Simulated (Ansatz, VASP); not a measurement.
## TiC in VASP and in Ansatz

INCAR

```
SYSTEM = TiC
  PREC = Accurate
  ENCUT = 520
  EDIFF = 1E-7
  ISMEAR = -1
  SIGMA = 0.03
  LREAL = .FALSE.
  LASPH = .TRUE.
  NELM = 60
  ALGO = Normal
  ISIF = 2
  LWAVE = .FALSE.
  LCHARG = .FALSE.
  GGA = PE
  NBANDS = 15
```

KPOINTS

```
regular mesh
0
G
  14 14 14
  0 0 0
```

The input POSCAR:

```
TiC
1.0
    0.0000000000      2.1297216026      2.1297216026
    2.1297216026      0.0000000000      2.1297216026
    2.1297216026      2.1297216026      0.0000000000
Ti C
1 1
Direct
    0.0000000000      0.0000000000      0.0000000000
    0.5000000000      0.5000000000      0.5000000000
```

Input for Ansatz:

```yaml
crystal:
  lattice:
    - [0.0, 2.1297216026, 2.1297216026]
    - [2.1297216026, 0.0, 2.1297216026]
    - [2.1297216026, 2.1297216026, 0.0]
  atoms:
    - { symbol: Ti, position: [0.0, 0.0, 0.0] }
    - { symbol: C, position: [0.5, 0.5, 0.5] }
kpoints:
  mp_grid: { grid: [14, 14, 14] }
scf:
  occupations: { method: fermi_dirac, width: 0.03 }
hamiltonian:
  xc: pbe
  pseudopotentials: { kind: all_electron, lapw: { basis_error: 0.00025 } }
output:
  forces: true
  stress: true
  eigenvalues: true
```

Change from the starting cell: volume scaled by 0.95.

Alike in both runs: task single point; functional PBE; k mesh 14 × 14 × 14; occupations fermi-dirac, width 0.03 eV; no spin polarisation.

|  | VASP | Ansatz |
| --- | --- | --- |
| version | VASP 6.6.1 | Ansatz 0.2.0 |
| potentials or method | VASP PAW PBE potentials, release 64 (Ti_sv, C) | all-electron LAPW, scalar-relativistic |
| plane-wave cutoff (eV) | 520 | see its input |

|  | VASP | Ansatz | Ansatz less VASP |
| --- | --- | --- | --- |
| pressure (GPa) | 14.4 | 14.2 | -0.18 |

Ansatz ran all-electron here, so the differences hold the error of VASP's frozen core and of both bases.
